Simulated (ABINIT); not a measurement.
# Sn (Fd-3m) in ABINIT: a series of runs

The runs below take Sn through relaxation of cell and atoms, single point, with PBEsol.

Program: ABINIT 10.8.3 (patched build). These are calculated values, not measurements. Logs are shortened: lines on timing, memory, paths and dates and some standing lists are left out, and cuts for length are marked. The log counts tension as positive stress, the text compression.

### 1 The crystal as given

Symmetry: Fd-3m, No. 227, cubic system. The conventional cell has a = 6.467 Å, b = 6.467 Å, c = 6.467 Å, α = 90.00°, β = 90.00°, γ = 90.00°. Sn (site symmetry -43m) has 4 Sn at 2.80 Å as nearest neighbours.

This isn't the form of Sn at room conditions, which is tetragonal (white tin).

### 2 Relaxation of cell and atoms, PBEsol

run.abi reads:

```
pp_dirpath "./"
pseudos "Sn.GGA_PBE-JTH.xml"

acell 3*1.0
rprim
     0.0000000000     6.1101323590     6.1101323590
     6.1101323590     0.0000000000     6.1101323590
     6.1101323590     6.1101323590     0.0000000000
ntypat 1
znucl 50
natom 2
typat 1 1
chkprim 0
chksymtnons 0
tolsym 1.0e-6
xred
            3/4            3/4            3/4
            1/2            1/2            1/2

ecut 10.0
pawecutdg 20.0
ecutsm 0.5

kptopt 1
ngkpt 5 5 5
nshiftk 1
shiftk 0.0 0.0 0.0

ixc -116133

nband 18
occopt 3
tsmear 0.05 eV

nstep 80
tolvrs 1.0e-12

iomode 3
prteig 0
prtebands 0
prtwf 0
prtden 0

ionmov 22
optcell 2
ntime 50
tolmxf 2.0e-5
dilatmx 1.08
```

Potentials or basis: JTH PAW PBE v2.0.

Started as:

```bash
$ abinit run.abi > log 2>&1
```

run.abo:

```text
.Version 10.8.3 of ABINIT
 Symmetries : space group Fd -3 m (#227); Bravais cF (face-center cubic)
================================================================================
 Values of the parameters that define the memory need of the present run
     intxc =       0    ionmov =      22      iscf =      17    lmnmax =      18
     lnmax =       6     mgfft =      30  mpssoang =       3    mqgrid =    3001
     natom =       2  nloc_mem =       2    nspden =       1   nspinor =       1
    nsppol =       1      nsym =      48    n1xccc =       1    ntypat =       1
    occopt =       3   xclevel =       2
       mpw =         881          nfft =       27000          nkpt =          10
 PAW method is used; the additional fine FFT grid is defined by:
   mgfftf=        40    nfftf =     64000
================================================================================
================================================================================

--------------------------------------------------------------------------------
------------- Echo of variables that govern the present computation ------------
--------------------------------------------------------------------------------
 -outvars: echo values of preprocessed input variables --------
            acell      1.0000000000E+00  1.0000000000E+00  1.0000000000E+00 Bohr
              amu      1.18710000E+02
          chkprim           0
      chksymtnons           0
          dilatmx      1.08000000E+00
             ecut      1.00000000E+01 Hartree
           ecutsm      5.00000000E-01 Hartree
           ionmov          22
              ixc     -116133
         kptrlatt        5    0    0      0    5    0      0    0    5
          kptrlen      4.32051602E+01
            natom           2
            nband          18
            ngfft          30      30      30
          ngfftdg          40      40      40
             nkpt          10
            nstep          80
             nsym          48
            ntime          50
           ntypat           1
           occopt           3
          optcell           2
        pawecutdg      2.00000000E+01 Hartree
         pawxcdev           0
           prtden           0
        prtebands           0
           prteig           0
            prtwf           0
            rprim      0.0000000000E+00  6.1101323590E+00  6.1101323590E+00
                       6.1101323590E+00  0.0000000000E+00  6.1101323590E+00
                       6.1101323590E+00  6.1101323590E+00  0.0000000000E+00
          spgroup         227
           tolmxf      2.00000000E-05
           tolsym      1.00000000E-06
           tolvrs      1.00000000E-12
           tsmear      1.83746611E-03 Hartree
            typat      1  1
           useylm           1
           xangst      4.8500141967E+00  4.8500141967E+00  4.8500141967E+00
                       3.2333427978E+00  3.2333427978E+00  3.2333427978E+00
            xcart      9.1651985385E+00  9.1651985385E+00  9.1651985385E+00
                       6.1101323590E+00  6.1101323590E+00  6.1101323590E+00
             xred      7.5000000000E-01  7.5000000000E-01  7.5000000000E-01
                       5.0000000000E-01  5.0000000000E-01  5.0000000000E-01
            znucl       50.00000

================================================================================

 chkinp: Checking input parameters for consistency.

================================================================================
== DATASET  1 ==================================================================

--- !DatasetInfo
iteration_state: {dtset: 1, }
dimensions: {natom: 2, nkpt: 10, mband: 18, nsppol: 1, nspinor: 1, nspden: 1, mpw: 881, }
cutoff_energies: {ecut:  10.0, pawecutdg:  20.0, }
electrons: {nelect:   2.80000000E+01, charge:   0.00000000E+00, occopt:   3.00000000E+00, tsmear:   1.83746611E-03, }
meta: {optdriver: 0, ionmov: 22, optcell: 2, iscf: 17, paral_kgb: 0, }
...

 Real(R)+Recip(G) space primitive vectors, cartesian coordinates (Bohr,Bohr^-1):
 R(1)=  0.0000000  6.1101324  6.1101324  G(1)= -0.0818313  0.0818313  0.0818313
 R(2)=  6.1101324  0.0000000  6.1101324  G(2)=  0.0818313 -0.0818313  0.0818313
 R(3)=  6.1101324  6.1101324  0.0000000  G(3)=  0.0818313  0.0818313 -0.0818313
[... 29 lines left out ...]
--------------------------------------------------------------------------------

================================================================================

=== [ionmov=22] Limited-memory Broyden-Fletcher-Goldfarb-Shanno method
================================================================================

--- Iteration: ( 1/50) Internal Cycle: (1/1)
--------------------------------------------------------------------------------

---SELF-CONSISTENT-FIELD CONVERGENCE--------------------------------------------
[... 378 lines left out ...]
  0.00000000000000E+00  6.24610745643190E+00  6.24610745643190E+00
  6.24610745643189E+00  0.00000000000000E+00  6.24610745643189E+00
  6.24610745643189E+00  6.24610745643189E+00  0.00000000000000E+00
 Unitary Cell Volume (ucvol) [Bohr^3]=  4.87369503179345E+02
 Angles (23,13,12)= [degrees]
  6.00000000000000E+01  6.00000000000000E+01  6.00000000000000E+01
 Lengths [Bohr]
  8.83332987692571E+00  8.83332987692569E+00  8.83332987692569E+00
 Stress tensor in cartesian coordinates (strten) [Ha/bohr^3]
  5.55799244254772E-05  0.00000000000000E+00  0.00000000000000E+00
  0.00000000000000E+00  5.55799244254642E-05  0.00000000000000E+00
  0.00000000000000E+00  0.00000000000000E+00  5.55799244254650E-05
 Total energy (etotal) [Ha]= -1.39270573921616E+02

 Difference of energy with previous step (new-old):
           Absolute (Ha)= 1.15606E-03
           Relative     = 8.30080E-06

--- Iteration: ( 5/50) Internal Cycle: (1/1)
--------------------------------------------------------------------------------

---SELF-CONSISTENT-FIELD CONVERGENCE--------------------------------------------
[... 489 lines left out ...]
 Difference of energy with previous step (new-old):
           Absolute (Ha)=-6.42672E-08
           Relative     =-4.61452E-10

 At Broyd/MD step   9, gradients are converged :
  max grad (force/stress) = 1.3089E-05 < tolmxf= 2.0000E-05 ha/bohr (free atoms)

================================================================================

 ----iterations are completed or convergence reached----

 Mean square residual over all n,k,spin=   42.080E-16; max=  23.484E-14
 reduced coordinates (array xred) for    2 atoms
       0.750000000000      0.750000000000      0.750000000000
       0.500000000000      0.500000000000      0.500000000000
 rms dE/dt=  8.3718E-28; max dE/dt=  1.0771E-27; dE/dt below (all hartree)
    1      -0.000000000000      0.000000000000      0.000000000000
    2      -0.000000000000     -0.000000000000      0.000000000000

 cartesian coordinates (angstrom) at end:
    1      4.88814919578763     4.88814919578763     4.88814919578763
    2      3.25876613052508     3.25876613052508     3.25876613052508

 cartesian forces (hartree/bohr) at end:
    1     -0.00000000000000     0.00000000000000    -0.00000000000000
    2      0.00000000000000    -0.00000000000000     0.00000000000000
 frms,max,avg= 8.9252719E-29 1.0931181E-28   0.000E+00  0.000E+00  0.000E+00 h/b

 cartesian forces (eV/Angstrom) at end:
    1     -0.00000000000000     0.00000000000000    -0.00000000000000
    2      0.00000000000000    -0.00000000000000     0.00000000000000
 frms,max,avg= 4.5895593E-27 5.6210392E-27   0.000E+00  0.000E+00  0.000E+00 e/A
 length scales=  8.708975304611  8.708975304611  8.708975304611 bohr
              =  4.608591258391  4.608591258391  4.608591258391 angstroms
 Fermi (or HOMO) energy (hartree) =   0.14926   Average Vxc (hartree)=  -0.32773
 Eigenvalues (hartree) for nkpt=  10  k points:
 kpt#   1, nband= 18, wtk=  0.00800, kpt=  0.0000  0.0000  0.0000 (reduced coord)
  -0.65069   -0.65069   -0.65069   -0.64817   -0.64817   -0.63819   -0.63819   -0.63473
  -0.63473   -0.63473   -0.23457    0.12347    0.15570    0.15570    0.15570    0.23110
   0.23110    0.23110
      occupation numbers for kpt#   1
   2.00000    2.00000    2.00000    2.00000    2.00000    2.00000    2.00000    2.00000
   2.00000    2.00000    2.00000    2.00000    0.05812    0.05812    0.05812    0.00000
   0.00000    0.00000
 prteigrs : prtvol=0 or 1, do not print more k-points.

--- !EnergyTerms
iteration_state     : {dtset: 1, itime: 9, icycle: 1, }
comment             : Components of total free energy in Hartree
kinetic             :  2.37579521524777E+01
hartree             :  5.80651822764880E+01
xc                  : -1.36463013775061E+01
Ewald energy        : -8.57244501635183E+01
psp_core            :  3.08386245916587E+00
local_psp           : -1.55767857415302E+02
PAW spherical_terms :  3.09599635692813E+01
internal            : -1.39271648498913E+02
'-kT*entropy'       : -1.43091171629411E-04
total_energy        : -1.39271791590085E+02
total_energy_eV     : -3.78977851412757E+03
...

--- !EnergyTermsDC
iteration_state     : {dtset: 1, itime: 9, icycle: 1, }
comment             : '"Double-counting" decomposition of free energy'
band_energy         : -1.30156689391883E+01
Ewald energy        : -8.57244501635183E+01
psp_core            :  3.08386245916587E+00
xc_dc               : -6.25383503254856E+01
PAW spherical_terms :  1.89229561132592E+01
internal            : -1.39271650855767E+02
'-kT*entropy'       : -1.43091171629411E-04
total_energy_dc     : -1.39271793946939E+02
total_energy_dc_eV  : -3.78977857826083E+03
...

--- !EnergyTermsWithPAWCore
iteration_state     : {dtset: 1, itime: 9, icycle: 1, }
comment             : 'Components of total free energy, including PAW core contributions'
Total energy        : -1.23490723454240E+04
Total energy DC     : -1.23490723477808E+04
Total energy (eV)   : -3.36035377370894E+05
Total energy DC (eV): -3.36035377435027E+05
...

 Cartesian components of stress tensor (hartree/bohr^3)
  sigma(1 1)= -1.30894459E-07  sigma(3 2)=  0.00000000E+00
  sigma(2 2)= -1.30894459E-07  sigma(3 1)=  0.00000000E+00
  sigma(3 3)= -1.30894459E-07  sigma(2 1)=  0.00000000E+00

-Cartesian components of stress tensor (GPa)         [Pressure=  3.8510E-03 GPa]
- sigma(1 1)= -3.85104794E-03  sigma(3 2)=  0.00000000E+00
- sigma(2 2)= -3.85104794E-03  sigma(3 1)=  0.00000000E+00
- sigma(3 3)= -3.85104794E-03  sigma(2 1)=  0.00000000E+00

== END DATASET(S) ==============================================================
================================================================================

 -outvars: echo values of variables after computation  --------
            acell      8.7089753046E+00  8.7089753046E+00  8.7089753046E+00 Bohr
           etotal     -1.3927179395E+02
            fcart     -8.7449447496E-29  1.0931180937E-28 -6.5587085622E-29
                       8.7449447496E-29 -1.0931180937E-28  6.5587085622E-29
            rprim      0.0000000000E+00  7.0710678119E-01  7.0710678119E-01
                       7.0710678119E-01  0.0000000000E+00  7.0710678119E-01
                       7.0710678119E-01  7.0710678119E-01  0.0000000000E+00
           strten     -1.3089445896E-07 -1.3089445896E-07 -1.3089445896E-07
                       0.0000000000E+00  0.0000000000E+00  0.0000000000E+00
           xangst      4.8881491958E+00  4.8881491958E+00  4.8881491958E+00
                       3.2587661305E+00  3.2587661305E+00  3.2587661305E+00
             xred      7.5000000000E-01  7.5000000000E-01  7.5000000000E-01
                       5.0000000000E-01  5.0000000000E-01  5.0000000000E-01
 Calculation completed.
```

It took 1.8 min on 1 thread of Arm Neoverse V1, shared host; peak memory 0.1 GiB.

Results:

```yaml
Free_energy: -3789.7786 eV
Band_gap_on_the_k_mesh: none (metal or under the smearing width)
```

Caveat: the cutoff is too short for stress, so the log's stress isn't used; the PAW data sets were made with another functional, which shifts forces and pressure a little.

### 3 Single point, PBEsol (cell relaxed)

run.abi reads:

```
pp_dirpath "./"
pseudos "Sn.GGA_PBE-JTH.xml"

acell 3*1.0
rprim
     0.0000000000     6.1581754899     6.1581754899
     6.1581754899     0.0000000000     6.1581754899
     6.1581754899     6.1581754899     0.0000000000
ntypat 1
znucl 50
natom 2
typat 1 1
xcart
     9.2372632349     9.2372632349     9.2372632349
     6.1581754899     6.1581754899     6.1581754899
chkprim 0
chksymtnons 0
tolsym 1.0e-6

ecut 272.113862 eV
pawecutdg 20.0

kptopt 1
ngkpt 5 5 5
nshiftk 1
shiftk 0.0 0.0 0.0

ixc -116133

nband 18
occopt 3
tsmear 0.05 eV

nstep 100
tolvrs 1.0e-9

iomode 3
prtwf 0
prtden 0
prteig 0
prtebands 0
enunit 2
```

Potentials or basis: JTH PAW PBE v2.0.

Started as:

```bash
$ abinit run.abi > log 2>&1
```

It took 11 s on 1 thread of Arm Neoverse V1, shared host; peak memory 0.09 GiB.

The run converged. Its results:

- Free energy: -3790.5475 eV
- Band gap on the k mesh: none (metal or under the smearing width)
- Valence electrons inside the program's atomic spheres: Sn 11.98 (radii [1.3287] Å)

Levels at points of the mesh, in eV from the Fermi level:
```
           k point  band 10  band 11  band 12  band 13  band 14  band 15  band 16  band 17  band 18
(0.00, 0.00, 0.00)   -21.38   -10.45    -0.70     0.17     0.17     0.17     2.22     2.22     2.22
```

Caveat: the cutoff is too short for stress, so the log's stress isn't used; the PAW data sets were made with another functional, which shifts forces and pressure a little.
